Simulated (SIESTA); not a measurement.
ZnS (Wurtzite-4H):

```
CELL_PARAMETERS angstrom
3.82270 0.00000 0.00000
-1.91135 3.31056 0.00000
0.00000 0.00000 12.52000
ATOMIC_POSITIONS crystal
Zn 0.66667 0.33333 0.75000
Zn 0.33333 0.66667 0.25000
Zn 0.00000 0.00000 0.50000
Zn 0.00000 0.00000 0.00000
S 0.66667 0.33333 0.93750
S 0.33333 0.66667 0.43750
S 0.00000 0.00000 0.68750
S 0.00000 0.00000 0.18750
```

Base run:

| Property | Result |
| --- | --- |
| Program | SIESTA 5.4.2 |
| Functional | PBE |
| Potentials or basis | SG15 1.2 (PBE files) or PseudoDojo by element |
| Basis | DZP (energy shift 0.003 Ry; two zetas on semicore shells) |
| Grid cutoff | 800 Ry |
| Energy shift | 0.003 Ry |
| k mesh | 8 × 8 × 3 |
| Occupations | fermi-dirac, width 0.05 eV |
| Spin | no spin polarisation |

Its results: band gap on the k mesh 2.47 eV, direct; pressure 2.5 GPa; largest force 0.038 eV/Å.

**Question.** After a change of settings the same cell gave: band gap on the k mesh 2.41 eV, direct; pressure 0.0 GPa; largest force 0.031 eV/Å. Which change was it?
A. functional from PBE to LDA; potentials or basis from SG15 1.2 (PBE files) or PseudoDojo by element to PseudoDojo 0.4 standard (LDA files)
B. potentials or basis from SG15 1.2 (PBE files) or PseudoDojo by element to PseudoDojo 0.4 standard (PBE files)
C. functional from PBE to vdW-DF-cx; potentials or basis from SG15 1.2 (PBE files) or PseudoDojo by element to PseudoDojo 0.4 standard (PBE files)
D. potentials or basis from SG15 1.2 (PBE files) or PseudoDojo by element to PseudoDojo 0.4 standard (PBE files); basis from DZP (energy shift 0.003 Ry; two zetas on semicore shells) to TZDP (energy shift 0.003 Ry; two zetas on semicore shells)

**Answer.** C.

Caveats: the basis of atomic orbitals isn't converged, which shifts pressures, moduli and gaps; short orbitals over semicore shells can move pressures by several GPa (some runs); the valence orbitals were made in a potential fitted to the semicore shell under them, which widens gaps by tenths of an eV or more (some runs); the potentials were made for another functional, which shifts forces and pressure (some runs).
